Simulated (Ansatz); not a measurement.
A run of Ansatz 0.2.0:

File input.yaml:

```yaml
crystal:
  lattice:
    - [0.0, 12.000799, 3.125442]
    - [3.118151, 0.0, 3.125442]
    - [3.118151, 12.000799, 0.0]
  atoms:
    - { symbol: Pb, position: [0.805444, 0.192102, 0.809341] }
    - { symbol: Pb, position: [0.189864, 0.807222, 0.195451] }
    - { symbol: Se, position: [0.293846, 0.675079, 0.329574] }
    - { symbol: Se, position: [0.671601, 0.302345, 0.703228] }
hamiltonian:
  xc: pbe
  pseudopotentials: { kind: paw }
kpoints:
  mp_grid: { grid: [6, 6, 6] }
scf:
  occupations: { method: fermi_dirac, width: 0.05 }
output:
  forces: true
  stress: true
  eigenvalues: true
```

Potentials or basis: Ansatz PAW.

The run is started by

```bash
$ ansatz run input.yaml --threads 2 --pin off --max-ram 5120MiB --backend cpu --events-out ev --progress --plain --runs-dir out
```

Hardware: 2 threads of Intel(R) Xeon(R) Processor @ 2.70GHz (shared host).

**Question.** Estimate the wall time of this run.

**Answer.** Wall time 31 s on 2 threads of Intel(R) Xeon(R) Processor @ 2.70GHz (shared host), peak memory 0.92 GiB. Counts: scf iterations 8, plane waves 4609, k points 112, bands 36.
